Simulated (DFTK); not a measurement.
# GaN (P6_3mc) in DFTK: further runs

One crystal, GaN, is run at these levels: PBEsol, PBE; tasks: single point.

All numbers are computed with DFTK 0.8.2; they aren't measurements. Logs are shortened: lines on timing, memory, paths and dates and some standing lists are left out, and cuts for length are marked.

**Measured values to compare with.**

“Studying electronic properties in GaN without electrical contacts using γ-γ vs e−-γ Perturbed Angular Correlations”, 2019, pmc:6823545 quotes, for a bulk crystal of GaN: band gap 3.503 ± 0.005 eV (direct).

The results are compared with them further down.

### 1 The structure

It takes space group P6_3mc (No. 186, hexagonal). Conventional cell: a = 3.180 Å, b = 3.180 Å, c = 5.166 Å, α = 90.00°, β = 90.00°, γ = 120.00°. Ga (site symmetry 3m) is surrounded by 4 N at 1.94 to 1.95 Å. N (site symmetry 3m) is surrounded by 4 Ga at 1.94 to 1.95 Å.

### 2 Single point, PBEsol

Input file run.jl:

```julia
using DFTK
using PseudoPotentialData
using Unitful, UnitfulAtomic
using LinearAlgebra, Printf
include("save.jl")
disable_threading()

# lattice vectors are the columns
lattice = austrip(1u"Å") * [          3.18          -1.59            0.0;
                      0.0    2.753960784            0.0;
                      0.0            0.0          5.166]
symbols   = [:Ga, :Ga, :N, :N]
positions = [[0.6666666667, 0.3333333333, 0.5],
             [0.3333333333, 0.6666666667, 0.0],
             [0.6666666667, 0.3333333333, 0.875],
             [0.3333333333, 0.6666666667, 0.375]]
pseudopotentials = PseudoFamily("dojo.nc.sr.pbesol.v0_4_1.standard.upf")
elements = Dict(s => ElementPsp(s, pseudopotentials) for s in unique(symbols))
atoms    = [elements[s] for s in symbols]

build_model(lattice, positions; symmetries=true) =
    model_DFT(lattice, atoms, positions;
              functionals=PBEsol(),
              temperature=austrip(0.05u"eV"),
              smearing=Smearing.FermiDirac(),
              symmetries)
Ecut  = 42.0  # hartree
kgrid = [10, 10, 5]
tol   = 1e-6
to_GPa = ustrip(uconvert(u"GPa", 1u"hartree/bohr^3"))

model = build_model(lattice, positions)
basis = PlaneWaveBasis(model; Ecut, kgrid)
display(basis)
scfres = self_consistent_field(basis;
                               tol,
                               nbandsalg=AdaptiveBands(model; n_bands_converge=23))
display(scfres.energies)
@printf "Fermi level: %.6f eV\n" ustrip(auconvert(u"eV", something(scfres.εF, NaN)))
forces = compute_forces_cart(scfres)
println("Forces (eV/Å)")
for (s, f) in zip(symbols, forces)
    @printf "%-3s %12.6f %12.6f %12.6f\n" s ustrip.(auconvert.(u"eV/Å", f))...
end
stress = compute_stresses_cart(scfres)
println("Stress (GPa)")
display(round.(stress * to_GPa; digits=4))
println("Levels at the first k-point (eV): ", round.(ustrip.(auconvert.(u"eV", scfres.eigenvalues[1][1:scfres.n_bands_converge])); digits=4))
save_scf!(scfres; forces, stress)
```

Potentials or basis: dojo.nc.sr.pbesol.v0_4_1.standard.upf (PBEsol).

The run is started by

```sh
$ julia --threads=1 run.jl  # save.jl only writes the numbers to a file and isn't shown; printed stress counts tension as positive; times include loading and compiling
```

The program printed:

```text
PlaneWaveBasis discretization:

    Ecut                 : 42.0 Ha
    fft_size             : (40, 40, 60), 96000 total points
    kgrid                : MonkhorstPack([10, 10, 5])
    num.   red. kpoints  : 500
    num. irred. kpoints  : 70

    Discretized Model(gga_x_pbe_sol+gga_c_pbe_sol, 3D):
        lattice (in Bohr)    : [6.00933   , -3.00466  , 0         ]
                               [0         , 5.20423   , 0         ]
                               [0         , 0         , 9.76233   ]
        unit cell volume     : 305.31 Bohr³

        atoms                : Ga₂N₂
        pseudopot. family    : PseudoFamily("dojo.nc.sr.pbesol.v0_4_1.standard.upf")

        num. electrons       : 36
        spin polarization    : none
        temperature          : 0.0018375 Ha
        smearing             : DFTK.Smearing.FermiDirac()

        terms                : Kinetic()
                               AtomicLocal()
                               AtomicNonlocal()
                               Ewald(nothing)
                               PspCorrection()
                               Hartree()
                               Xc(gga_x_pbe_sol, gga_c_pbe_sol)
                               Entropy()
n     Energy            log10(ΔE)   log10(Δρ)   Diag   Δtime
---   ---------------   ---------   ---------   ----   ------
  1   -173.2067737664                   -0.40    4.8    22.2s
  2   -173.4449546397       -0.62       -0.93    3.1    14.2s
  3   -173.4607360436       -1.80       -1.58    3.0    13.8s
  4   -173.4610928710       -3.45       -2.39    1.2    8.72s
  5   -173.4611080925       -4.82       -2.65    3.3    12.1s
  6   -173.4611131069       -5.30       -3.50    1.6    9.01s
  7   -173.4611133677       -6.58       -3.43    3.3    14.1s
  8   -173.4611134609       -7.03       -3.96    1.0    7.83s
  9   -173.4611134812       -7.69       -4.43    2.1    11.9s
 10   -173.4611134820       -9.08       -4.79    2.0    11.8s
 11   -173.4611134821       -9.95       -5.69    1.6    10.0s
 12   -173.4611134821      -10.95       -5.79    3.5    13.7s
 13   -173.4611134821      -12.04       -6.50    1.1    8.66s
Energy breakdown (in Ha):
    Kinetic             140.0879219
    AtomicLocal         -120.8200402
    AtomicNonlocal      -78.6058755
    Ewald               -117.0034742
    PspCorrection       7.0217470
    Hartree             43.4674292
    Xc                  -47.6088217
    Entropy             -0.0000000

    total               -173.461113482144
Fermi level: 6.335432 eV
Forces (eV/Å)
Ga     -0.000002    -0.000001    -0.132955
Ga      0.000000    -0.000002    -0.132955
N      -0.000000    -0.000000     0.132863
N       0.000000    -0.000000     0.132863
Stress (GPa)
3×3 StaticArraysCore.SMatrix{3, 3, Float64, 9} with indices SOneTo(3)×SOneTo(3):
 -0.5457   0.0      0.0
  0.0     -0.5457   0.0
  0.0      0.0     -2.6187
Levels at the first k-point (eV): [-10.681, -9.7562, -8.2075, -8.1865, -8.1865, -8.1235, -8.1235, -7.9353, -7.9353, -7.8327, -7.8327, -6.515, -1.8468, 4.2901, 4.2901, 5.299, 5.3611, 5.3611, 7.3098, 9.6143, 14.5236, 15.2202, 15.2202]
```

It took 4.3 min on 1 thread of Intel Xeon 6975P-C (Granite Rapids), shared host; peak memory 2.5 GiB.

Results:

```yaml
Free_energy: -4720.1174 eV
Pressure: 1.2 GPa
Largest_force: 0.133 eV/Å
Band_gap_on_the_k_mesh: 1.95 eV, direct
```

Forces on the atoms (eV/Å):
```
Ga   0.000  0.000 -0.133
Ga   0.000  0.000 -0.133
N    0.000  0.000  0.133
N    0.000  0.000  0.133
```

Stress tensor (GPa, compression positive):
```
0.55 0.00 0.00
0.00 0.55 0.00
0.00 0.00 2.62
```

### 3 Single point, PBE

run.jl: that of step 2 with these lines changed.

```diff
@@ -16,3 +16,3 @@
              [0.3333333333, 0.6666666667, 0.375]]
-pseudopotentials = PseudoFamily("dojo.nc.sr.pbesol.v0_4_1.standard.upf")
+pseudopotentials = PseudoFamily("dojo.nc.sr.pbe.v0_4_1.standard.upf")
 elements = Dict(s => ElementPsp(s, pseudopotentials) for s in unique(symbols))
@@ -22,3 +22,3 @@
     model_DFT(lattice, atoms, positions;
-              functionals=PBEsol(),
+              functionals=PBE(),
               temperature=austrip(0.05u"eV"),
```

Potentials or basis: dojo.nc.sr.pbe.v0_4_1.standard.upf (PBE).

The run is started by

```sh
$ julia --threads=1 run.jl  # save.jl only writes the numbers to a file and isn't shown; printed stress counts tension as positive; times include loading and compiling
```

It took 4.3 min on 1 thread of Intel Xeon 6975P-C (Granite Rapids), shared host; peak memory 2.5 GiB.

It converged, with:

* Free energy: -4728.2353 eV
* Pressure: 7.5 GPa
* Largest force: 0.138 eV/Å
* Band gap on the k mesh: 2.01 eV, direct

Forces in eV/Å, atoms in the order of the input:
```
Ga   0.000  0.000 -0.138
Ga   0.000  0.000 -0.138
N    0.000  0.000  0.138
N    0.000  0.000  0.138
```

Stress tensor (GPa, compression positive):
```
6.78 0.00 0.00
0.00 6.78 0.00
0.00 0.00 8.91
```

Levels at points of the mesh, in eV from the valence-band top:
| k point | band 16 | band 17 | band 18 | band 19 | band 20 | band 21 |
| --- | --- | --- | --- | --- | --- | --- |
| (0.00, 0.00, 0.00) | -0.06 | 0.00 | 0.00 | 2.01 | 4.34 | 9.27 |
| (-0.50, 0.00, 0.00) | -2.77 | -2.25 | -0.98 | 5.11 | 5.64 | 6.10 |

### 4 Comparison with measurements

Step 2. Against the measured gap of GaN, 3.503 eV (direct; quoted in “Studying electronic properties in GaN without electrical contacts using γ-γ vs e−-γ Perturbed Angular Correlations”, 2019, pmc:6823545), the calculated 1.95 eV is off by -1.55 eV. Spin-orbit coupling on Ga is left out. The value is that of PBEsol, without temperature or zero-point motion. Semilocal functionals fall short of measured gaps as a rule.

Step 3. Measured gap of GaN: 3.503 eV (direct; quoted in “Studying electronic properties in GaN without electrical contacts using γ-γ vs e−-γ Perturbed Angular Correlations”, 2019, pmc:6823545). This calculation gives 2.01 eV (-1.50 eV). Spin-orbit coupling on Ga is left out. The value is that of PBE, without temperature or zero-point motion. Semilocal functionals fall short of measured gaps as a rule.
